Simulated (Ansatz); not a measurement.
A plane-wave DFT run in Ansatz 0.2.0 (scalar-relativistic PAW potentials unless the input names others): input and command.

```yaml
crystal:
  lattice:
    - [0.0, 2.1071057205, 2.1071057205]
    - [2.1071057205, 0.0, 2.1071057205]
    - [2.1071057205, 2.1071057205, 0.0]
  atoms:
    - { symbol: Mg, position: [0.0, 0.0, 0.0] }
    - { symbol: O, position: [0.5, 0.5, 0.5] }
basis:
  ecutwfc: 420
kpoints:
  mp_grid: { grid: [1, 1, 1] }
hamiltonian:
  xc: pbesol
scf:
  occupations: { method: gaussian, width: 0.05 }
  max_iter: 75
output:
  forces: true
  eigenvalues: true
  stress: true
```

```bash
ansatz run input.yaml --threads 2 --pin off --max-ram 5120MiB --backend cpu --events-out ev --progress --plain --runs-dir out
```

Abridged log:
```
Pseudopotentials: kind: paw
Pseudopotential: Mg, paw, valence charge 10, recommended cutoff 420 eV (normal)
Pseudopotential: O, paw, valence charge 6, recommended cutoff 420 eV (normal)
Functional definition: PBEsol
Crystal: 2 atoms, lattice volume = 18.711 Å³
Basis set: ecut = 420 eV, 339 PW (Γ), exchange–correlation on 40×40×40 points (8 copies of the dense FFT grid, shifted against one another)
Bands: 12, of which v1, the nominal top of the filled ones, is band 8 counted from 1 (7 counted from 0)
Symmetry: 48 space group operations
Space group: Fm-3m (ITA 225), of the structure as read, at distance tolerance 2.7e-5 Å
k-points: 1
Initial density: superposition of atomic densities (neutral atoms: chi_scale 0, normalization atom), corrected by the library's trained network
Initial wavefunctions: pseudopotential atomic-orbital guess
Functional: x = pbesol(κ = 0.804, μ = 0.12345679), c = pbesol(β = 0.046)
SCF iter   1: F=—  HF=-2466.049193 eV  |F-HF|=—  |Δ(HF+E_count)|=         —  Δρ=1.52e-1  dr2=3.96e0  ethr=1.77e-3  ⟨swp⟩=5.0  Hψ=65  notcnv=0
SCF iter   2: F=—  HF=-2464.776380 eV  |F-HF|=—  |Δ(HF+E_count)|=    1.27e0  Δρ=6.65e-2  dr2=3.18e-1  ethr=1.77e-3  ⟨swp⟩=3.0  Hψ=33  notcnv=0
SCF iter   3: F=—  HF=-2464.746261 eV  |F-HF|=—  |Δ(HF+E_count)|=   3.01e-2  Δρ=2.13e-2  dr2=3.69e-2  ethr=1.77e-3  ⟨swp⟩=2.0  Hψ=19  notcnv=0
SCF iter   4: F=—  HF=-2464.781022 eV  |F-HF|=—  |Δ(HF+E_count)|=   3.48e-2  Δρ=8.54e-4  dr2=4.46e-5  ethr=2.31e-4  ⟨swp⟩=2.0  Hψ=20  notcnv=0
SCF iter   5: F=—  HF=-2464.780858 eV  |F-HF|=—  |Δ(HF+E_count)|=   1.63e-4  Δρ=1.42e-4  dr2=1.26e-6  ethr=2.78e-7  ⟨swp⟩=2.0  Hψ=19  notcnv=0
SCF iter   6: F=—  HF=-2464.780861 eV  |F-HF|=—  |Δ(HF+E_count)|=   3.11e-6  Δρ=3.49e-5  dr2=8.39e-8  ethr=6.25e-10  ⟨swp⟩=7.0  Hψ=66  notcnv=0
SCF iter   7: F=-2464.780861 eV  HF=-2464.780861 eV  |F-HF|=3.69e-10  |Δ(HF+E_count)|=   9.44e-8  Δρ=3.14e-6  dr2=1.43e-9  ethr=5.24e-10  ⟨swp⟩=4.0  Hψ=45  notcnv=0
SCF 1 converged in 7 iterations: F = -2464.780861 eV  dr2 = 1.43e-9
SCF converged after 7 iterations
Free energy (F): -2464.780861 eV
Harris-Foulkes:  -2464.780861 eV  (|F-HF|=3.69e-10)
Internal energy: -2464.780861 eV  (E = F + TS)
E sigma→0 (E₀):  -2464.780861 eV
Fermi energy:    12.810605 eV
--- Forces (eV/Å), atoms counted from 1 ---
  atom   1  Mg     0.00000000     0.00000000     0.00000000
  atom   2  O      0.00000000     0.00000000     0.00000000
--- Stress (GPa, compression-positive) ---
       73.852879       0.000000       0.000000
        0.000000      73.852879       0.000000
        0.000000       0.000000      73.852879
  P = ⅓ Tr σ = 73.8529 GPa (738.529 kbar)
```

Q: Find the fault.

A: The fault is one k-point for a small cell (kpoints.mp_grid.grid: [10, 10, 10] → [1, 1, 1], the first being the value of the sound run). Setting it back cures it. The run converged all the same, with an energy at zero smearing 5.5 eV/atom above the reference's, pressure 73.85 GPa, largest force 0.000 eV/Å, gap on the mesh 3.32 eV, so convergence alone doesn't show that an input is right. A reference run from the same start on usual settings converged with pressure -0.01 GPa, largest force 0.000 eV/Å, gap on the mesh 4.62 eV.

The run took 0.98 s on 2 threads of Intel(R) Xeon(R) Processor @ 2.50GHz (Skylake/Cascade Lake), with other jobs on the host, peak memory 0.26 GiB.